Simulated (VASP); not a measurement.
Write the native input for VASP 6.6.1 that does the following.

* Task: relaxation of cell and atoms
* Functional: PBEsol
* Potentials or basis: VASP PAW PBE potentials, release 64 (Ga_d, P)
* Cutoff: 600 eV
* k mesh: 8 × 8 × 8
* Occupations: fermi-dirac, width 0.05 eV
* Spin: no spin polarisation
* Further INCAR settings: ALGO = Normal; EDIFF = 1e-07; IBRION = 2; EDIFFG = -0.01; NSW = 40; ISIF = 3

The structure of GaP lies in POSCAR:

```
GaP
1.0
    0.0000000000      2.7252500000      2.7252500000
    2.7252500000      0.0000000000      2.7252500000
    2.7252500000      2.7252500000      0.0000000000
Ga P
1 1
Direct
    0.0000000000      0.0000000000      0.0000000000
    0.7500000000      0.7500000000      0.7500000000
```

These files were run (other wordings do the same):

INCAR

```
SYSTEM = GaP
PREC     = Accurate       ! precision mode
ENCUT    = 600            ! plane-wave cutoff, eV
EDIFF    = 1E-7           ! SCF threshold, eV
ISMEAR   = -1             ! smearing method
SIGMA    = 0.05           ! smearing width, eV
LREAL    = .FALSE.        ! projectors in reciprocal space
LASPH    = .TRUE.         ! aspherical terms in the spheres
NELM     = 80             ! most SCF steps
ALGO     = Normal         ! electronic algorithm
ISIF     = 3              ! what is computed and relaxed
LWAVE    = .FALSE.        ! write WAVECAR
LCHARG   = .FALSE.        ! write CHGCAR
GGA      = PS             ! functional
IBRION   = 2              ! ionic algorithm
NSW      = 40             ! ionic steps
EDIFFG   = -0.01          ! ionic threshold
```

KPOINTS

```
regular mesh
0
G
  8 8 8
  0 0 0
```

Potentials or basis: VASP PAW PBE potentials, release 64 (Ga_d, P).

Launch:

```console
$ cat potpaw_PBE.64/Ga_d/POTCAR potpaw_PBE.64/P/POTCAR > POTCAR
$ mpirun -np 1 vasp_std > vasp.out
```

It gave:

```json
{
  "Relaxed volume": "20.09 Å³/atom",
  "Relaxed cell": "a = 3.844 Å, b = 3.844 Å, c = 3.844 Å, α = 60.00°, β = 60.00°, γ = 60.00°",
  "Space group after relaxing (to 0.05 Å)": "F-43m (No. 216)",
  "Energy gained by relaxing": "0.3 meV/atom",
  "Ionic steps": "3",
  "Pressure after relaxing": "0.0 GPa",
  "Band gap on the k mesh": "1.50 eV, indirect (least direct gap 1.81 eV)"
}
```

Caveat: the PAW data sets were made with another functional, which shifts forces and pressure a little.

It took 24 s on 1 thread of AMD EPYC 9R45 (Zen 5) (shared host), peak memory 0.16 GiB.
